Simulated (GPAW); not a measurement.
Runs of GPAW 26.7.0 on SiC (Moissanite). It takes space group P6_3mc (No. 186, hexagonal). The conventional cell has a = 3.076 Å, b = 3.076 Å, c = 5.048 Å, α = 90.00°, β = 90.00°, γ = 120.00°. Si (site symmetry 3m) has 4 C at 1.87 to 1.94 Å as nearest neighbours. C (site symmetry 3m) is surrounded by 4 Si at 1.87 to 1.94 Å. 

```tsv
task	level	potentials or basis	cell	optimizer	fmax	max steps	band path	band points	gap on the mesh (eV)	pressure (GPa)	relaxed volume (Å³/atom)	largest force (eV/Å)
relaxation of cell and atoms	r2SCAN+D3(BJ)	GPAW PAW data sets (gpaw-data 1.2.1), pw	relaxed	LBFGS	0.02 eV/Å	100	-	-	3.00	-0.1	10.29	0.02
band structure	TASK	GPAW PAW data sets (gpaw-data 1.2.1), pw	as given	-	-	-	GMKGALHA,LM,KH	60	-	8.8	-	0.81
relaxation of cell and atoms	PW91	PAW data sets generated in the run's folder for this functional, pw	relaxed	BFGS	0.05 eV/Å	40	-	-	2.65	0.1	(a)	0.01
relaxation of cell and atoms	BLYP+D3(BJ)	PAW data sets generated in the run's folder for this functional, pw	relaxed	BFGS	0.01 eV/Å	60	-	-	(b)	0.0	10.29	0.01
band structure	BEEF-vdW	GPAW PAW data sets (gpaw-data 1.2.1), pw	as given	-	-	-	GMKGALHA,LM,KH	60	-	-	-	0.77
```

Alike in all rows: no spin polarisation; k mesh 7 × 7 × 4; cutoff (eV) 800; smearing fermi-dirac 0.05 eV.

**Question.** Estimate the missing entries.

**Answer.** (a) 10.53; (b) 2.91.

Caveats: later steps reuse the first step's grids (some runs); the PAW data sets were made with another functional, which shifts forces and pressure a little (some runs); an odd mesh through Γ misses points on the zone boundary, where band edges often lie (some runs).

Runs at the PBE level aren't shown here.
